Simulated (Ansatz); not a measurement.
**PtS2: relaxation of cell and atoms with revPBE+D3(BJ)**

Crystal: PtS2.

```
Pt S
1.0
     3.54320    0.00000    0.00000
    -1.77160    3.06850    0.00000
     0.00000    0.00000    5.03880
Pt S
1 2
Direct
  0.00000 0.00000 0.00000
  0.66667 0.33333 0.77300
  0.33333 0.66667 0.22700
```

```
Program             : Ansatz 0.2.0
Task                : relaxation of cell and atoms
Functional          : revPBE
Dispersion          : D3(BJ)
Potentials or basis : Ansatz PAW
Cutoff              : 420 eV (not typed: the program's choice for these potentials)
k mesh              : 9 × 9 × 5
Occupations         : fermi-dirac, width 0.05 eV
Spin                : no spin polarisation
```

The relaxed volume is 16.42 Å³/atom. The relaxed cell is a = 3.572 Å, b = 3.572 Å, c = 4.458 Å, α = 90.00°, β = 90.00°, γ = 120.00°. The space group after relaxing (to 0.05 Å) is P-3m1 (No. 164). The energy gained by relaxing is 76.3 meV/atom. The ionic steps are 8 and the pressure after relaxing is 0.0 GPa.

The path:
```tsv
step	energy change (eV)	largest force (eV/Å)	volume (Å³)
1	0.0000	1.3851	54.78
2	-0.1772	0.1983	51.16
3	-0.2198	0.0955	50.44
4	-0.2256	0.0742	48.50
5	-0.2297	0.0055	49.46
6	-0.2299	0.0134	49.24
7	-0.2299	0.0001	49.27
8	-0.2289	0.0003	49.27
```

Final structure:
```xyz
3
Lattice="3.5722 0.0000 0.0000 -1.7861 3.0936 0.0000 0.0000 0.0000 4.4584" Properties=species:S:1:pos:R:3 pbc="T T T"
Pt    0.0000    0.0000    0.0000
S     1.7861    1.0312    3.2551
S     0.0000    2.0624    1.2033
```

Wall time 7 s on 2 threads of Intel(R) Xeon(R) Platinum 8488C (Sapphire Rapids), on a shared host, peak memory 0.41 GiB.

Caveat: the plane-wave basis is chosen anew once the cell has moved, so the energies of steps on either side of that aren't comparable; the volume moved by -10 % from the deposited cell, more than functionals usually miss; the PAW data sets come from PBE, with cores solved anew for the run's functional, which leaves a small shift of forces and pressure. The run has no spin-orbit coupling, so splittings on Pt are missing.
